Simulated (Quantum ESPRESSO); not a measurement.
# Cu (P-1) in Quantum ESPRESSO: reference runs

Reference runs on Cu: the cell as given.

Everything below comes from runs of Quantum ESPRESSO 7.5. Logs are shortened: lines on timing, memory, paths and dates and some standing lists are left out, and cuts for length are marked.

## 1. Starting point

The typed cell holds 1 atom: a = 2.479 Å, b = 2.477 Å, c = 2.450 Å, α = 108.63°, β = 107.81°, γ = 112.70°.

This isn't the form of Cu at room conditions, which is fcc.

## 2. Single point, PBE

The input, pw.in:

```
&CONTROL
  calculation = 'scf'
  prefix = 'pwscf'
  outdir = './tmp'
  pseudo_dir = './pseudo'
  tprnfor = .true.
  tstress = .true.
  disk_io = 'nowf'
/
&SYSTEM
  ibrav = 0
  nat = 1
  ntyp = 1
  ecutwfc = 55
  ecutrho = 440
  nbnd = 11
  occupations = 'smearing'
  smearing = 'fd'
  degauss = 0.00367493
/
&ELECTRONS
  conv_thr = 2d-10
  electron_maxstep = 120
  mixing_beta = 0.5
/
ATOMIC_SPECIES
Cu    63.5460 Cu.paw.z_11.ld1.psl.v1.0.0-low.upf
CELL_PARAMETERS angstrom
  -1.4539857600    1.4643106900    1.3739820400
   1.4487133000   -1.4679854000    1.3723068300
   1.4251542200    1.4391538600   -1.3778349000
ATOMIC_POSITIONS crystal
Cu     0.0000000000    0.0000000000    0.0000000000
K_POINTS automatic
13 13 13 0 0 0
```

Potentials or basis: SSSP 1.3 efficiency PBE.

Run with:

```
> OMP_NUM_THREADS=1 pw.x -in pw.in > pw.out
```

pw.out:

```text
This program is part of the open-source Quantum ESPRESSO suite
     for quantum simulation of materials; please cite
         "P. Giannozzi et al., J. Phys.:Condens. Matter 21 395502 (2009);
         "P. Giannozzi et al., J. Phys.:Condens. Matter 29 465901 (2017);
         "P. Giannozzi et al., J. Chem. Phys. 152 154105 (2020);
     in publications or presentations arising from this work. More details at

     file Cu.paw.z_11.ld1.psl.v1.0.0-low.upf: wavefunction(s)  4S 3D renormalized
     Message from routine setup:
     using ibrav=0 with symmetry is DISCOURAGED, use correct ibrav instead

     G-vector sticks info
     --------------------
     sticks:   dense  smooth     PW     G-vecs:    dense   smooth      PW
     Sum         707     355    133                12031     4247    1037

     Using Slab Decomposition

     bravais-lattice index     =            0
     lattice parameter (alat)  =       4.6849  a.u.
     unit-cell volume          =      77.3126 (a.u.)^3
     number of atoms/cell      =            1
     number of atomic types    =            1
     number of electrons       =        11.00
     number of Kohn-Sham states=           11
     kinetic-energy cutoff     =      55.0000  Ry
     charge density cutoff     =     440.0000  Ry
     scf convergence threshold =      2.0E-10
     mixing beta               =       0.5000
     number of iterations used =            8  plain     mixing
     Exchange-correlation= SLA  PW   PBX  PBC
                           (   1   4   3   4   0   0   0)

     celldm(1)=   4.684885  celldm(2)=   0.000000  celldm(3)=   0.000000
     celldm(4)=   0.000000  celldm(5)=   0.000000  celldm(6)=   0.000000

     crystal axes: (cart. coord. in units of alat)
               a(1) = (  -0.586489   0.590654   0.554218 )
               a(2) = (   0.584363  -0.592136   0.553543 )
               a(3) = (   0.574860   0.580507  -0.555773 )

     reciprocal axes: (cart. coord. in units 2 pi/alat)
               b(1) = (  0.010318  0.855156  0.903886 )
               b(2) = (  0.864485  0.009784  0.904394 )
               b(3) = (  0.871306  0.862510  0.002827 )

     PseudoPot. # 1 for Cu read from file:
     Cu.paw.z_11.ld1.psl.v1.0.0-low.upf
     Pseudo is Projector augmented-wave + core cor, Zval = 11.0
     Generated using &quot;atomic&quot; code by A. Dal Corso  v.6.3MaX
     Shape of augmentation charge: PSQ
     Using radial grid of 1199 points,  6 beta functions with:
                l(1) =   0
                l(2) =   0
                l(3) =   1
                l(4) =   1
                l(5) =   2
                l(6) =   2
     Q(r) pseudized with 0 coefficients

     atomic species   valence    mass     pseudopotential
     Cu               11.00    63.54600     Cu( 1.00)

      2 Sym. Ops., with inversion, found

   Cartesian axes

     site n.     atom                  positions (alat units)
         1        Cu     tau(   1) = (   0.0000000   0.0000000   0.0000000  )

     number of k points=  1099  Fermi-Dirac smearing, width (Ry)=  0.0037

     Number of k-points >= 100: set verbosity='high' to print them.

     Dense  grid:    12031 G-vectors     FFT dimensions: (  32,  32,  32)

     Smooth grid:     4247 G-vectors     FFT dimensions: (  24,  24,  24)

     Initial potential from superposition of free atoms

     starting charge      10.9998, renormalised to      11.0000
     Starting wfcs are    9 randomized atomic wfcs +    2 random wfcs

     Self-consistent Calculation

     iteration #  1     ecut=    55.00 Ry     beta= 0.50
     Davidson diagonalization with overlap
     ethr =  1.00E-02,  avg # of iterations =  4.4

     Threshold (ethr) on eigenvalues was too large:
     Diagonalizing with lowered threshold

     Davidson diagonalization with overlap
     ethr =  5.90E-04,  avg # of iterations =  1.1

     total energy              =    -213.06405394 Ry
     estimated scf accuracy    <       0.06466096 Ry

     iteration #  2     ecut=    55.00 Ry     beta= 0.50
     Davidson diagonalization with overlap
     ethr =  5.88E-04,  avg # of iterations =  2.1

     total energy              =    -213.08080419 Ry
     estimated scf accuracy    <       0.07960284 Ry

     iteration #  3     ecut=    55.00 Ry     beta= 0.50
     Davidson diagonalization with overlap
     ethr =  5.88E-04,  avg # of iterations =  1.0

     total energy              =    -213.09330594 Ry
     estimated scf accuracy    <       0.00017688 Ry

     iteration #  4     ecut=    55.00 Ry     beta= 0.50
     Davidson diagonalization with overlap
     c_bands:  1 eigenvalues not converged
     ethr =  1.61E-06,  avg # of iterations =  4.2

     total energy              =    -213.09334251 Ry
     estimated scf accuracy    <       0.00005028 Ry

     iteration #  5     ecut=    55.00 Ry     beta= 0.50
     Davidson diagonalization with overlap
     ethr =  4.57E-07,  avg # of iterations =  1.0

     total energy              =    -213.09335011 Ry
     estimated scf accuracy    <       0.00000029 Ry

     iteration #  6     ecut=    55.00 Ry     beta= 0.50
     Davidson diagonalization with overlap
     ethr =  2.65E-09,  avg # of iterations =  2.8

     total energy              =    -213.09335016 Ry
     estimated scf accuracy    <       0.00000005 Ry

     iteration #  7     ecut=    55.00 Ry     beta= 0.50
     Davidson diagonalization with overlap
     ethr =  4.49E-10,  avg # of iterations =  1.8

     total energy              =    -213.09335017 Ry
     estimated scf accuracy    <          8.2E-09 Ry

     iteration #  8     ecut=    55.00 Ry     beta= 0.50
     Davidson diagonalization with overlap
     ethr =  7.50E-11,  avg # of iterations =  1.5

     End of self-consistent calculation

     Number of k-points >= 100: set verbosity='high' to print the bands.

     the Fermi energy is    13.1607 ev

!    total energy              =    -213.09335018 Ry
     total all-electron energy =     -3309.973116 Ry
     estimated scf accuracy    <          1.0E-10 Ry
     smearing contrib. (-TS)   =      -0.00017994 Ry
     internal energy E=F+TS    =    -213.09317024 Ry

     The total energy is F=E-TS. E is the sum of the following terms:
     one-electron contribution =     -26.73777775 Ry
     hartree contribution      =      30.17309567 Ry
     xc contribution           =     -44.64674671 Ry
     ewald contribution        =     -82.03288360 Ry
     one-center paw contrib.   =     -89.84885784 Ry

     convergence has been achieved in   8 iterations

     Forces acting on atoms (cartesian axes, Ry/au):

     atom    1 type  1   force =     0.00000000    0.00000000    0.00000000

     Total force =     0.000000     Total SCF correction =     0.000000

     Computing stress (Cartesian axis) and pressure

          total   stress  (Ry/bohr**3)                   (kbar)     P=       70.87
   0.00045149   0.00017641   0.00003114           66.42       25.95        4.58
   0.00017641   0.00050594   0.00002393           25.95       74.43        3.52
   0.00003114   0.00002393   0.00048793            4.58        3.52       71.78

=------------------------------------------------------------------------------=
   JOB DONE.
=------------------------------------------------------------------------------=
```

Wall time 47 s (1 thread of Intel Xeon 6975P-C (Granite Rapids), shared host); peak memory 0.17 GiB.

Results:

```yaml
Free_energy: -2899.2827 eV
Pressure: 7.1 GPa
Band_gap_on_the_k_mesh: none (metal or under the smearing width)
```

Levels at points of the mesh, in eV from the Fermi level:
```tsv
k point	band 4	band 5	band 6	band 7	band 8	band 9
(0.00, 0.00, 0.00)	-2.98	-2.18	-1.96	24.70	25.62	26.57
```
